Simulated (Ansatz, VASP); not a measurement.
# Ba: VASP beside Ansatz

```
CELL_PARAMETERS angstrom
-2.50000 2.50000 2.43750
2.50000 -2.50000 2.43750
2.50000 2.50000 -2.43750
ATOMIC_POSITIONS crystal
Ba 0.00000 0.00000 0.00000
```

Change from the starting cell: strain +0.000 along x and y, -0.025 along z, atoms carried along.

Alike in both runs: task single point; functional PBE; k mesh 14 × 14 × 14; occupations gaussian, width 0.15 eV; no spin polarisation.

```csv
,VASP,Ansatz
version,VASP 6.6.1,Ansatz 0.2.0
potentials or method,"VASP PAW PBE potentials, release 64 (Ba_sv)","scalar-relativistic, plane waves, PAW"
plane-wave cutoff (eV),520,420
valence electrons in the cell,10,10
```

|  | VASP | Ansatz | Ansatz less VASP |
| --- | --- | --- | --- |
| gap on the k mesh at the Fermi level (eV) | none | none | - |
| pressure (GPa) | 0.4 | 0.3 | -0.06 |
| largest component of the traceless stress (GPa) | 0.09 | 0.09 | -0.001 |

A gap of «none» marks a metal or a gap that the smearing closes.

Spin-orbit coupling is left out, which matters for the levels of Ba.
